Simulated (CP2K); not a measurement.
# Ni (Fm-3m) in CP2K: further runs

Runs on Ni. Level: PBE. Tasks: single point.

Program: CP2K 2026.2. These are calculated values, not measurements. Logs are shortened: lines on timing, memory, paths and dates and some standing lists are left out, and cuts for length are marked.

## Step 1: The crystal as given

The structure is cubic, space group Fm-3m (No. 225). The conventional cell has a = 3.475 Å, b = 3.475 Å, c = 3.475 Å, α = 90.00°, β = 90.00°, γ = 90.00°. Ni (site symmetry m-3m) is surrounded by 12 Ni at 2.46 Å.

## Step 2: Single point, PBE

Input file ni_scf.inp:

```
&GLOBAL
  PROJECT ni_scf
  RUN_TYPE ENERGY_FORCE
  PRINT_LEVEL LOW
&END GLOBAL
&FORCE_EVAL
  METHOD QS
  STRESS_TENSOR ANALYTICAL
  &DFT
    BASIS_SET_FILE_NAME BASIS_MOLOPT
    POTENTIAL_FILE_NAME GTH_POTENTIALS
    &MGRID
      CUTOFF 600
      REL_CUTOFF 60
      NGRIDS 5
    &END MGRID
    &QS
      METHOD GPW
      EPS_DEFAULT 1.0E-9
    &END QS
    &KPOINTS
      SCHEME MONKHORST-PACK 10 10 10
      GAMMA_CENTERED T
      SYMMETRY T
      SYMMETRY_BACKEND SPGLIB
    &END KPOINTS
    &SCF
      SCF_GUESS ATOMIC
      EPS_SCF 1.0E-6
      MAX_SCF 100
      ADDED_MOS 16
      CHOLESKY OFF
      EPS_EIGVAL 1.0E-7
      &DIAGONALIZATION ON
        ALGORITHM STANDARD
      &END DIAGONALIZATION
      &MIXING ON
        METHOD BROYDEN_MIXING
        ALPHA 0.4
        BETA 1.5
        NBUFFER 8
      &END MIXING
      &SMEAR ON
        METHOD FERMI_DIRAC
        ELECTRONIC_TEMPERATURE [K] 580.226
      &END SMEAR
    &END SCF
    &XC
      &XC_FUNCTIONAL PBE
      &END XC_FUNCTIONAL
    &END XC
    &PRINT
      &KPOINTS ON
      &END KPOINTS
      &MULLIKEN ON
      &END MULLIKEN
      &MO ON
        ENERGIES T
        OCCUPATION_NUMBERS T
        &EACH
          QS_SCF 0
        &END EACH
        ADD_LAST NUMERIC
      &END MO
    &END PRINT
  &END DFT
  &SUBSYS
    &CELL
      A 4.9145984149 0.0000000000 0.0000000000
      B 1.2286496037 2.1280835384 0.0000000000
      C 1.2286496037 0.7093611795 2.0063764012
      PERIODIC XYZ
    &END CELL
    &COORD
      SCALED
      Ni  0.0000000000 0.0000000000 0.0000000000
      Ni  0.5000000000 0.0000000000 0.0000000000
    &END COORD
    &KIND Ni
      BASIS_SET DZVP-MOLOPT-SR-GTH-q18
      POTENTIAL GTH-PBE-q18
    &END KIND
    &PRINT
      &ATOMIC_COORDINATES ON
      &END ATOMIC_COORDINATES
      &CELL ON
      &END CELL
    &END PRINT
  &END SUBSYS
  &PRINT
    &FORCES ON
    &END FORCES
    &STRESS_TENSOR ON
    &END STRESS_TENSOR
  &END PRINT
&END FORCE_EVAL
```

Potentials or basis: GTH_POTENTIALS Ni GTH-PBE-q18; DZVP-MOLOPT-SR-GTH basis.

Command:

```sh
OMP_NUM_THREADS=1 cp2k.psmp -i ni_scf.inp -o ni_scf.out
```

ni_scf.out:

```text

 CP2K| version string:                                       CP2K version 2026.2
 CP2K| Input file name                                                ni_scf.inp

 GLOBAL| Force Environment number                                              1
 GLOBAL| Basis set file name                                        BASIS_MOLOPT
 GLOBAL| Potential file name                                      GTH_POTENTIALS
 GLOBAL| MM Potential file name                                     MM_POTENTIAL
 GLOBAL| Coordinate file name                                      __STD_INPUT__
 GLOBAL| Method name                                                        CP2K
 GLOBAL| Project name                                                     ni_scf
 GLOBAL| Run type                                                   ENERGY_FORCE
 GLOBAL| FFT library                                                       FFTW3
[... 6 lines left out ...]
 GLOBAL| Total number of message passing processes                             1
 GLOBAL| Number of threads for this process                                    1
 GLOBAL| CPU model name                                                  UNKNOWN

 CELL| Volume [angstrom^3]:                                            20.984041
 CELL| Vector a [angstrom]:       4.915     0.000     0.000   |a| =     4.914598
 CELL| Vector b [angstrom]:       1.229     2.128     0.000   |b| =     2.457299
 CELL| Vector c [angstrom]:       1.229     0.709     2.006   |c| =     2.457299
 CELL| Angle (b,c), alpha [degree]:                                    60.000000
 CELL| Angle (a,c), beta  [degree]:                                    60.000000
 CELL| Angle (a,b), gamma [degree]:                                    60.000000
 CELL| Numerically orthorhombic:                                              NO
 CELL| Periodicity                                                           XYZ

 CELL_REF| Volume [angstrom^3]:                                        20.984041
 CELL_REF| Vector a [angstrom     4.915     0.000     0.000   |a| =     4.914598
 CELL_REF| Vector b [angstrom     1.229     2.128     0.000   |b| =     2.457299
 CELL_REF| Vector c [angstrom     1.229     0.709     2.006   |c| =     2.457299
 CELL_REF| Angle (b,c), alpha [degree]:                                60.000000
 CELL_REF| Angle (a,c), beta  [degree]:                                60.000000
 CELL_REF| Angle (a,b), gamma [degree]:                                60.000000
 CELL_REF| Numerically orthorhombic:                                          NO
 CELL_REF| Periodicity                                                       XYZ
[... 9 lines left out ...]
 TOTAL NUMBERS AND MAXIMUM NUMBERS

  Total number of            - Atomic kinds:                                   1
                             - Atoms:                                          2
                             - Shell sets:                                     2
                             - Shells:                                        16
                             - Primitive Cartesian functions:                 12
                             - Cartesian basis functions:                     62
                             - Spherical basis functions:                     52

  Maximum angular momentum of- Orbital basis functions:                        3
                             - Local part of the GTH pseudopotential:          2
                             - Non-local part of the GTH pseudopotential:      3

 MODULE QUICKSTEP: ATOMIC COORDINATES IN ANGSTROM

   Atom Kind Element         X             Y             Z       Z(eff)     Mass
      1    1 Ni   28      0.000000      0.000000      0.000000  18.0000  58.6934
      2    1 Ni   28      2.457299      0.000000      0.000000  18.0000  58.6934

 SCF PARAMETERS         Density guess:                                    ATOMIC
                        --------------------------------------------------------
                        max_scf:                                             100
[... 7 lines left out ...]
                        --------------------------------------------------------
                        level_shift [a.u.]:                             0.000000
                        added MOs                                        16    0
                        --------------------------------------------------------
                        Mixing method:                            BROYDEN_MIXING
                                                charge density mixing in g-space
                        --------------------------------------------------------
                        Smear method:                                FERMI_DIRAC
                        Electronic temperature [K]:                        580.2
                        Electronic temperature [a.u.]:                  1.84E-03
                        Accuracy threshold:                             1.00E-10
                        --------------------------------------------------------
                        No outer SCF

 *******************************************************************************
                                    Kpoints
 *******************************************************************************
 BRILLOUIN| K-point scheme                                        Monkhorst-Pack
 BRILLOUIN| K-Point grid                                            10   10   10
 BRILLOUIN| Gamma-centered k-point mesh                                     ON
 BRILLOUIN| K-point symmetry accuracy                               0.100000E-05
 BRILLOUIN| K-Point point group symmetrization                                ON
 BRILLOUIN| Symmetry backend                                             SPGLIB
 BRILLOUIN| Symmetry reduction method                                    SPGLIB
 BRILLOUIN| Wavefunction type                                            COMPLEX
 BRILLOUIN| List of Kpoints [2 Pi/Bohr]                                      116
 BRILLOUIN| Number           Weight            X              Y              Z
 BRILLOUIN|     1           0.00600       -0.40000       -0.40000       -0.40000
 BRILLOUIN|     2           0.01200       -0.40000       -0.40000       -0.30000
 BRILLOUIN|     3           0.00600       -0.40000       -0.40000       -0.20000
 BRILLOUIN|     4           0.01200       -0.40000       -0.40000        0.10000
 BRILLOUIN|     5           0.01200       -0.40000       -0.40000        0.20000
 BRILLOUIN|     6           0.00600       -0.40000       -0.40000        0.30000
[... 32 lines left out ...]
 BRILLOUIN|    39           0.01200       -0.40000        0.20000        0.40000
 BRILLOUIN|    40           0.00600       -0.40000        0.30000        0.30000
 [... further k-points ...]
 *******************************************************************************

 Extrapolation method: initial_guess

 Number of electrons:                                                         36
 Number of occupied orbitals:                                                 18
 Number of molecular orbitals:                                                34

 Number of orbital functions:                                                 52
 Number of independent orbital functions:                                     52

 SCF WAVEFUNCTION OPTIMIZATION

  Step     Update method      Time    Convergence         Total energy    Change
  ------------------------------------------------------------------------------
     1 NoMix/Diag. 0.40E+00    7.1     1.59185287      -339.3928884919 -3.39E+02
     2 Broy./Diag. 0.40E+00    5.8     0.12742822      -335.1854325320  4.21E+00
     3 Broy./Diag. 0.40E+00    5.8     0.01287751      -339.1380995382 -3.95E+00
     4 Broy./Diag. 0.40E+00    5.8     0.00739962      -338.5898802496  5.48E-01
     5 Broy./Diag. 0.40E+00    5.8     0.00665103      -338.6050153426 -1.51E-02
     6 Broy./Diag. 0.40E+00    5.8     0.00360196      -338.6067058417 -1.69E-03
     7 Broy./Diag. 0.40E+00    5.8     0.00032342      -338.6107382233 -4.03E-03
     8 Broy./Diag. 0.40E+00    5.8     0.00008991      -338.6113094958 -5.71E-04
     9 Broy./Diag. 0.40E+00    5.8     0.00001922      -338.6122139636 -9.04E-04
    10 Broy./Diag. 0.40E+00    5.9     0.00001863      -338.6124609902 -2.47E-04
    11 Broy./Diag. 0.40E+00    5.8     0.00000188      -338.6124857236 -2.47E-05
    12 Broy./Diag. 0.40E+00    5.8     0.00000393      -338.6124760391  9.68E-06
    13 Broy./Diag. 0.40E+00    5.8     0.00000013      -338.6124664313  9.61E-06

  *** SCF run converged in    13 steps ***

  Electronic density on regular grids:        -35.9999994606        0.0000005394
  Core density on regular grids:               35.9999999930       -0.0000000070
  Total charge density on r-space grids:        0.0000005323
  Total charge density g-space grids:           0.0000005323

  Overlap energy of the core charge distribution:               0.00000000000000
  Self energy of the core charge distribution:               -522.27835734135169
  Core Hamiltonian energy:                                    146.21832504394413
  Hartree energy:                                              71.34934537174652
  Exchange-correlation energy:                                -33.89987042122794
  Electronic entropic energy:                                  -0.00190908412673
  Fermi energy:                                                 0.49150645407956

  Total energy:                                              -338.61246643129397
  Total energy (extrapolated to T->0):                       -338.61151188923060

 MO| EIGENVALUES AND OCCUPATION NUMBERS FOR K POINT 1
 MO|
 MO|  Index      Eigenvalue [a.u.]        Eigenvalue [eV]             Occupation
 MO|      1              -3.389715             -92.238841               2.000000
 MO|      2              -3.389300             -92.227553               2.000000
 MO|      3              -1.798863             -48.949546               2.000000
 MO|      4              -1.798500             -48.939685               2.000000
 MO|      5              -1.796456             -48.884050               2.000000
 MO|      6              -1.793913             -48.814846               2.000000
[... 26 lines left out ...]
 MO|     33               2.349830              63.942123               0.000000
 MO|     34               2.428686              66.087897               0.000000
 MO| Sum:                                                              35.519869
 MO| E(Fermi):            0.491506 a.u.         13.374571 eV
[... 489 lines left out ...]
 MO|      6              -1.796199             -48.877074               2.000000
[... 26 lines left out ...]
 MO|     33               2.151168              58.536251               0.000000
 MO|     34               2.292909              62.393223               0.000000
 MO| Sum:                                                              35.703830
 MO| E(Fermi):            0.491506 a.u.         13.374571 eV

 [... the levels of further k-points ...]

 !-----------------------------------------------------------------------------!
                     Mulliken Population Analysis

 #  Atom  Element  Kind  Atomic population                           Net charge
       1     Ni       1         17.999955                              0.000045
       2     Ni       1         18.000045                             -0.000045
 # Total charge                             36.000000                  0.000000

 !-----------------------------------------------------------------------------!

 ENERGY| Total FORCE_EVAL ( QS ) energy [hartree]           -338.612466801154085

 FORCES| Atomic forces [hartree/bohr]
 FORCES|   Atom     x               y               z               |f|
 FORCES|      1 -7.85596575E-15  5.02730115E-16  4.29087062E-15   8.96551761E-15
 FORCES|      2 -6.78398408E-14  2.27137144E-14 -8.54847547E-15   7.20502134E-14
 FORCES| Sum    -7.56958066E-14  2.32164445E-14 -4.25760486E-15
 FORCES| Total atomic force                                       7.92905141E-14

 STRESS| Analytical stress tensor [bar]
 STRESS|                        x                   y                   z
 STRESS|      x        9.82254723594E+04  -9.50910706030E+02  -6.73109463555E+02
 STRESS|      y       -9.50910706030E+02   9.70595375138E+04   3.65634322689E+02
 STRESS|      z       -6.73109463555E+02   3.65634322689E+02   9.68013436304E+04
 STRESS| 1/3 Trace                                             9.73621178345E+04
 STRESS| Determinant                                           9.22732631456E+14

 STRESS| Eigenvectors and eigenvalues of the analytical stress tensor [bar]
 STRESS|                        1                   2                   3
 STRESS| Eigenvalues   9.65215946747E+04   9.65426865537E+04   9.90220722753E+04
 STRESS|      x           0.564406294072     -0.004984904807      0.825482093044
 STRESS|      y           0.668679490898     -0.583613529280     -0.460720074333
 STRESS|      z           0.484059163392      0.812016255481     -0.326061845623
```

It took 90 s on 1 thread of Arm Neoverse V1, shared host; peak memory 0.31 GiB.

What came out:

```yaml
Free_energy: -9214.1138 eV
Pressure: 9.7 GPa
Band_gap_on_the_k_mesh: none (metal or under the smearing width)
```

Levels at points of the mesh, in eV from the Fermi level:
| k point | band 16 | band 17 | band 18 | band 19 | band 20 | band 21 |
| --- | --- | --- | --- | --- | --- | --- |
| (0.00, 0.00, 0.00) | -0.81 | -0.81 | -0.35 | -0.01 | -0.01 | 6.28 |
| (0.00, 0.00, 0.50) | -0.02 | -0.01 | 0.18 | 0.18 | 2.50 | 6.28 |
| (0.50, 0.00, 0.00) | -1.77 | -0.70 | -0.70 | -0.70 | -0.70 | 15.36 |
| (0.50, 0.00, 0.50) | -1.09 | 0.04 | 0.04 | 2.64 | 2.64 | 8.98 |

Caveat: the basis of atomic orbitals isn't converged, which shifts pressures, moduli and gaps; the real-space grid breaks the cell's symmetry a little; the run has no spin polarisation, though such a crystal can be magnetic. Spin polarisation is off, so any magnetic state and its effect on volume and gap are missing.

## Step 3: Single point, PBE, collinear spin, ferrimagnetic start

Edit ni_scf.inp of step 2 so:

```diff
@@ -11,2 +11,4 @@
     POTENTIAL_FILE_NAME GTH_POTENTIALS
+    UKS T
+    MULTIPLICITY 1
     &MGRID
@@ -29,4 +31,4 @@
       EPS_SCF 1.0E-6
-      MAX_SCF 100
-      ADDED_MOS 16
+      MAX_SCF 150
+      ADDED_MOS 16 16
       CHOLESKY OFF
@@ -37,6 +39,6 @@
       &MIXING ON
-        METHOD BROYDEN_MIXING
+        METHOD PULAY_MIXING
         ALPHA 0.4
         BETA 1.5
-        NBUFFER 8
+        NBUFFER 6
       &END MIXING
@@ -75,8 +77,16 @@
       SCALED
-      Ni  0.0000000000 0.0000000000 0.0000000000
-      Ni  0.5000000000 0.0000000000 0.0000000000
+      Ni1 0.0000000000 0.0000000000 0.0000000000
+      Ni2 0.5000000000 0.0000000000 0.0000000000
     &END COORD
-    &KIND Ni
+    &KIND Ni1
+      ELEMENT Ni
       BASIS_SET DZVP-MOLOPT-SR-GTH-q18
       POTENTIAL GTH-PBE-q18
+      MAGNETIZATION 1.0
+    &END KIND
+    &KIND Ni2
+      ELEMENT Ni
+      BASIS_SET DZVP-MOLOPT-SR-GTH-q18
+      POTENTIAL GTH-PBE-q18
+      MAGNETIZATION -0.5
     &END KIND
```

Potentials or basis: GTH_POTENTIALS Ni GTH-PBE-q18; DZVP-MOLOPT-SR-GTH basis.

Command:

```sh
OMP_NUM_THREADS=1 cp2k.psmp -i ni_scf.inp -o ni_scf.out
```

Wall time 10 min (1 thread of Arm Neoverse V1, shared host); peak memory 0.39 GiB.

The run converged, but a check on its numbers failed (symmetry, net force, bounds or a known fault of this set-up), so they aren't taken as properties of the crystal.

Caveat: the result breaks the symmetry of the cell; the basis of atomic orbitals isn't converged, which shifts pressures, moduli and gaps.

(Part 1 of 2 ends here.)
